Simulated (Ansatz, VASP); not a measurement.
# Two plane-wave programs on ZnS

```
Zn S
1.0
     3.84516    0.00000    0.00000
    -1.92258    3.33001    0.00000
     0.00000    0.00000    6.30556
Zn S
2 2
Direct
  0.33333 0.66667 0.00024
  0.66667 0.33333 0.50024
  0.33333 0.66667 0.37476
  0.66667 0.33333 0.87476
```

Alike in both runs: task single point; functional PBE; k mesh 9 × 9 × 4; no spin polarisation.

|  | VASP | Ansatz |
| --- | --- | --- |
| version | VASP 6.6.1 | Ansatz 0.2.0 |
| potentials or method | VASP PAW PBE potentials, release 64 (Zn, S) | scalar-relativistic, plane waves, PAW |
| plane-wave cutoff (eV) | 520 | 420 |
| occupations | gaussian, width 0.01 eV | fixed |
| valence electrons in the cell | 36 | 36 |

```tsv
	VASP	Ansatz	Ansatz less VASP
gap on the k mesh at the Fermi level (eV)	2.08	2.07	-0.007
least direct gap on the mesh (eV)	2.08	2.07	-0.007
```

As with any semilocal functional, this PBE gap is likely too small.
